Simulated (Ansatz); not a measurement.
# TiSi$_{2}$ under compression and expansion

```
Ti Si
1.0
     0.00000    4.11800    4.26150
     2.38650    0.00000    4.26150
     2.38650    4.11800    0.00000
Ti Si
2 4
Direct
  0.75000 0.75000 0.75000
  0.50000 0.50000 0.50000
  0.08300 0.41700 0.08300
  0.41700 0.08300 0.41700
  0.16700 0.83300 0.16700
  0.83300 0.16700 0.83300
```

The cell is COD entry 1010453, as deposited and not checked against the literature; nothing was relaxed. It is an old determination, and later ones may differ.

Levels of theory: DFT, PBE, all-electron LAPW, scalar-relativistic (Ansatz 0.2.0); DFT, PBE, PAW with Ansatz's default frozen-core files, scalar-relativistic (Ansatz 0.2.0).

For LAPW: a Γ-centred 8×8×8 k mesh, Fermi–Dirac smearing of 0.08 eV, basis error target 0.5 meV/atom, no spin polarisation. PAW takes a cutoff of 420 eV at this cell. The Ansatz runs share mesh, smearing and spin set-up. Plane-wave (PAW) pressures include the program's estimate of the Pulay term.

The cell above is scaled evenly, with fractional coordinates and shape held.

(1) Estimate the equilibrium volume and bulk modulus that all-electron LAPW gives for this fixed shape.

## Answers

(1) V0 = 14.18 Å³/atom, B0 = 143 GPa, B0′ = 4.3, from a third-order Birch–Murnaghan fit to these pressures:
```json
{"V/V(cell)": "0.9400", "V (Å³/atom)": "13.123", "P, LAPW (GPa)": "13.10", "P, PAW (GPa)": "13.11", "free energy over the lowest listed, PAW (meV/atom)": "40.3"}
{"V/V(cell)": "0.9600", "V (Å³/atom)": "13.402", "P, LAPW (GPa)": "9.12", "P, PAW (GPa)": "9.13", "free energy over the lowest listed, PAW (meV/atom)": "21.0"}
{"V/V(cell)": "0.9800", "V (Å³/atom)": "13.681", "P, LAPW (GPa)": "5.54", "P, PAW (GPa)": "5.55", "free energy over the lowest listed, PAW (meV/atom)": "8.3"}
{"V/V(cell)": "0.9900", "V (Å³/atom)": "13.821", "P, LAPW (GPa)": "3.89", "P, PAW (GPa)": "3.89", "free energy over the lowest listed, PAW (meV/atom)": "4.2"}
{"V/V(cell)": "1.0000", "V (Å³/atom)": "13.960", "P, LAPW (GPa)": "2.32", "P, PAW (GPa)": "2.32", "free energy over the lowest listed, PAW (meV/atom)": "1.5"}
{"V/V(cell)": "1.0100", "V (Å³/atom)": "14.100", "P, LAPW (GPa)": "0.83", "P, PAW (GPa)": "0.83", "free energy over the lowest listed, PAW (meV/atom)": "0.1"}
{"V/V(cell)": "1.0200", "V (Å³/atom)": "14.239", "P, LAPW (GPa)": "-0.59", "P, PAW (GPa)": "-0.59", "free energy over the lowest listed, PAW (meV/atom)": "0.0"}
{"V/V(cell)": "1.0400", "V (Å³/atom)": "14.519", "P, LAPW (GPa)": "-3.21", "P, PAW (GPa)": "-3.20", "free energy over the lowest listed, PAW (meV/atom)": "3.3"}
{"V/V(cell)": "1.0600", "V (Å³/atom)": "14.798", "P, LAPW (GPa)": "-5.56", "P, PAW (GPa)": "-5.56", "free energy over the lowest listed, PAW (meV/atom)": "11.0"}
```
